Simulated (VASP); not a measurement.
A run of VASP 6.6.1 is set up as follows.

File INCAR:

```
SYSTEM = K
ALGO     = Fast           ! electronic algorithm
EDIFF    = 1E-6           ! SCF threshold, eV
ENCUT    = 520            ! plane-wave cutoff, eV
GGA      = PS             ! functional
ISIF     = 2              ! what is computed and relaxed
ISMEAR   = 0              ! smearing method
LASPH    = .TRUE.         ! aspherical terms in the spheres
LCHARG   = .FALSE.        ! write CHGCAR
LREAL    = .FALSE.        ! projectors in reciprocal space
LWAVE    = .FALSE.        ! write WAVECAR
NBANDS   = 10             ! bands
NELM     = 100            ! most SCF steps
PREC     = Accurate       ! precision mode
SIGMA    = 0.1            ! smearing width, eV
```

File KPOINTS:

```
k-points
0
G
  12 12 12
  0 0 0
```

POSCAR

```
K
1.0
    0.0000000000      3.2871244494      3.2871244494
    3.2871244494      0.0000000000      3.2871244494
    3.2871244494      3.2871244494      0.0000000000
K
1
Direct
    0.0000000000      0.0000000000      0.0000000000
```

Potentials or basis: VASP PAW PBE potentials, release 64 (K_sv).

The run is started by

```bash
$ cat potpaw_PBE.64/K_sv/POTCAR > POTCAR
$ mpirun -np 1 vasp_std > vasp.out
```

Problem. Estimate the band gap on the k mesh.

Solution. None (metal or under the smearing width).

Problem. Estimate the pressure.

Solution. 0.0 GPa.

Caveat: the PAW data sets were made with another functional, which shifts forces and pressure a little.
